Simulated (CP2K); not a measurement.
# HfO2: equation of state with PBEsol

Crystal: HfO2.

```
Hf O
1.0
     3.55802    0.00000    0.00000
     0.00000    3.55802    0.00000
     0.00000    0.00000    5.17186
Hf O
2 4
Direct
  0.00000 0.00000 0.00000
  0.50000 0.50000 0.50000
  0.00000 0.50000 0.19721
  0.50000 0.00000 0.30279
  0.50000 0.00000 0.80279
  0.00000 0.50000 0.69721
```

Measurements of this composition are mostly on another form, of space group No. 14.

```json
{
  "Program": "CP2K 2026.2",
  "Task": "equation of state",
  "Functional": "PBEsol",
  "Potentials or basis": "POTENTIAL_UZH Hf GTH-PBE-q12, O GTH-PBE-q6; TZVP-MOLOPT-PBE-GTH basis",
  "Density cutoff": "8163 eV",
  "k mesh": "8 × 8 × 5",
  "Occupations": "fermi-dirac, width 0.05 eV",
  "Spin": "no spin polarisation",
  "SCF solver": "diagonalisation with k points",
  "Quickstep method": "GPW",
  "EPS_DEFAULT": "1.0E-10",
  "EPS_SCF": "1.0E-6",
  "MAX_SCF": "100",
  "SCF_GUESS": "ATOMIC",
  "k points reduced by the point group": "yes",
  "Mesh centred on Gamma": "yes",
  "CHOLESKY": "OFF",
  "EPS_EIGVAL": "1.0E-7",
  "MIXING METHOD": "BROYDEN_MIXING",
  "MIXING ALPHA": "0.4",
  "NBUFFER": "8",
  "NGRIDS": "4",
  "Basis sets": "Hf TZVP-MOLOPT-PBE-GTH-q12, O TZVP-MOLOPT-PBE-GTH-q6",
  "Potentials": "Hf GTH-PBE-q12 of POTENTIAL_UZH, O GTH-PBE-q6 of POTENTIAL_UZH",
  "ADDED_MOS": "[24]",
  "REL_CUTOFF (Ry)": "60 Ry",
  "MIXING BETA (1/bohr)": "1.5 1/bohr",
  "CUTOFF of the grids": "600 Ry"
}
```

```
Equilibrium volume                        : 10.80 Å³/atom
Bulk modulus at fixed shape and positions : 255 GPa
Pressure derivative of the bulk modulus   : 4.0
```

Energy against volume, from the lowest point:
```csv
volume (Å³/atom),energy (meV/atom)
10.257,23.10
10.476,7.48
10.694,0.08
10.912,0.00
11.130,6.65
11.349,19.32
11.567,37.42
```

All runs of the series together: 6.6 min on 4 threads of Arm Neoverse N1, on a shared host.

Caveat: the cell was scaled at fixed shape and fractional positions, which overstates the stiffness of a crystal with free parameters, most of all of layers and chains; the potentials were made for another functional, which shifts forces and pressure; the basis of atomic orbitals isn't converged, which shifts pressures, moduli and gaps. The run has no spin-orbit coupling, so splittings on Hf are missing.
